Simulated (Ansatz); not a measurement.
**(001) slab of rocksalt PbTe, 22.5 Å thick as cut, bare faces**

Ansatz, PAW, plane waves, no spin–orbit coupling unless named; atoms relaxed with PBEsol, the curve by HSE06. The curve holds the local part of the PAW potentials, so its shape inside matter depends on the files.

```yaml
crystal:
  lattice:
    - [3.22000, 3.22000, 0.00000]
    - [-3.22000, 3.22000, 0.00000]
    - [0.00000, 0.00000, 35.54000]
  atoms:
    - { symbol: Te, position: [0.49915, 0.50152, 0.18180] }
    - { symbol: Te, position: [0.49867, 0.50102, 0.36305] }
    - { symbol: Te, position: [0.49889, 0.50125, 0.54447] }
    - { symbol: Te, position: [0.49979, 0.50124, 0.72608] }
    - { symbol: Te, position: [0.99921, 0.00097, 0.27363] }
    - { symbol: Te, position: [0.99885, 0.00131, 0.45521] }
    - { symbol: Te, position: [0.99911, 0.00096, 0.63664] }
    - { symbol: Te, position: [0.99948, 0.00147, 0.81791] }
    - { symbol: Pb, position: [0.99822, 0.99978, 0.18802] }
    - { symbol: Pb, position: [0.99772, 0.00025, 0.36624] }
    - { symbol: Pb, position: [0.99841, 0.00080, 0.54710] }
    - { symbol: Pb, position: [0.99962, 0.00034, 0.73065] }
    - { symbol: Pb, position: [0.49871, 0.50040, 0.26912] }
    - { symbol: Pb, position: [0.49820, 0.50088, 0.45272] }
    - { symbol: Pb, position: [0.49865, 0.50008, 0.63356] }
    - { symbol: Pb, position: [0.49929, 0.49935, 0.81172] }
```

Planar mean of the electrostatic potential energy along the normal, from the vacuum level:

(z (Å), v (eV)): (0.00, 0.00), (0.30, 0.00), (0.74, 0.00), (1.04, 0.00), (1.33, 0.00), (1.63, 0.00), (2.07, 0.00), (2.37, 0.00), (2.67, 0.00), (2.96, 0.00), (3.41, 0.00), (3.70, -0.02), (4.00, -0.05), (4.44, -0.19), (4.74, -0.44), (5.03, -1.00), (5.33, -2.26), (5.78, -6.78), (6.07, -9.29), (6.37, -9.64), (6.81, -11.26), (7.11, -11.20), (7.40, -7.50), (7.70, -3.50), (8.14, -2.09), (8.44, -2.97), (8.74, -6.26), (9.03, -10.64), (9.48, -10.91), (9.77, -10.01), (10.07, -10.09), (10.51, -6.21), (10.81, -2.95), (11.11, -1.58), (11.40, -1.40), (11.85, -3.32), (12.14, -7.03), (12.44, -10.07), (12.74, -10.16), (13.18, -10.94), (13.48, -11.14), (13.77, -7.69), (14.22, -2.54), (14.51, -1.79), (14.81, -2.26), (15.10, -4.32), (15.55, -10.65), (15.84, -11.16), (16.14, -10.16), (16.59, -10.48), (16.88, -8.12), (17.18, -4.03), (17.47, -2.01), (17.92, -1.61), (18.21, -2.82), (18.51, -6.10), (18.81, -9.81), (19.25, -10.16), (19.55, -10.64), (19.84, -11.35), (20.29, -6.38), (20.58, -2.93), (20.88, -1.87), (21.18, -2.04), (21.62, -5.41), (21.92, -9.99), (22.21, -11.38), (22.66, -10.06), (22.95, -10.39), (23.25, -8.86), (23.55, -4.84), (23.99, -1.69), (24.29, -1.39), (24.58, -2.14), (24.88, -4.47), (25.32, -9.58), (25.62, -10.08), (25.91, -10.33), (26.36, -11.56), (26.66, -8.59), (26.95, -4.11), (27.25, -2.34), (27.69, -2.65), (27.99, -5.33), (28.28, -9.90), (28.58, -11.65), (29.02, -9.89), (29.32, -9.62), (29.62, -8.29), (30.06, -3.38), (30.36, -1.48), (30.65, -0.67), (30.95, -0.30), (31.39, -0.10), (31.69, -0.05), (31.99, -0.03), (32.43, -0.01), (32.73, -0.01), (33.02, -0.01), (33.32, -0.01), (33.76, 0.00), (34.06, 0.00), (34.36, 0.00), (34.65, 0.00), (35.10, 0.00), (35.39, 0.00)

(1) How far below the vacuum level do the top filled and the lowest empty level lie, by each functional?

Answers

(1) PBEsol: 4.68 and 3.80 eV (gap 0.87 eV, a 6×6×1 mesh); HSE06: 4.84 and 3.52 eV (gap 1.31 eV, a 4×4×1 mesh); r²SCAN: 4.71 and 3.53 eV (gap 1.19 eV, a 4×4×1 mesh). Either level can be a surface state and not a band edge of the crystal.
